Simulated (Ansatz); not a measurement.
Crystal: O.

```
O
1.0
     0.00000    1.88989    3.89884
     1.50177    0.00000    3.89884
     1.50177    1.88989    0.00000
O
2
Cartesian
  1.5018 1.8899 4.5141
  1.5018 1.8899 3.2836
```

* Program: Ansatz 0.2.0
* Task: single point
* Functional: PBE
* Potentials or basis: all-electron LAPW, scalar-relativistic
* Cutoff: 861 eV (chosen from the basis error)
* Basis error allowed: 0.001 eV/atom
* k mesh: 12 × 12 × 12
* Occupations: fermi-dirac, width 0.05 eV
* Spin: no spin polarisation

On this cell: pressure -2.1 GPa; largest force 1.223 eV/Å; band gap on the k mesh none (metal or under the smearing width).

The same run follows on a disturbed copy (atoms moved at random, drawn with an rms of 0.05 Å):

```
O
1.0
     0.00000    1.88989    3.89884
     1.50177    0.00000    3.89884
     1.50177    1.88989    0.00000
O
2
Direct
  0.58907 0.58037 0.39237
  0.43132 0.40333 0.58242
```

Q: What changes?

A: The energy (extrapolated to zero smearing) moves by +129.1 meV/atom; pressure -13.3 GPa; largest force 4.896 eV/Å; band gap on the k mesh none (metal or under the smearing width).

Forces on the atoms (eV/Å):
```
O    0.155  0.582 -4.859
O   -0.155 -0.582  4.859
```

Stress tensor (GPa, compression positive):
```
  3.19   0.00   1.44
  0.00   0.20   5.46
  1.44   5.46 -43.14
```

Caveats: spin is off for a triplet molecule; forces of over 1 eV/Å show positions far from the minimum, so gaps and moduli don't describe the material at rest (some runs).
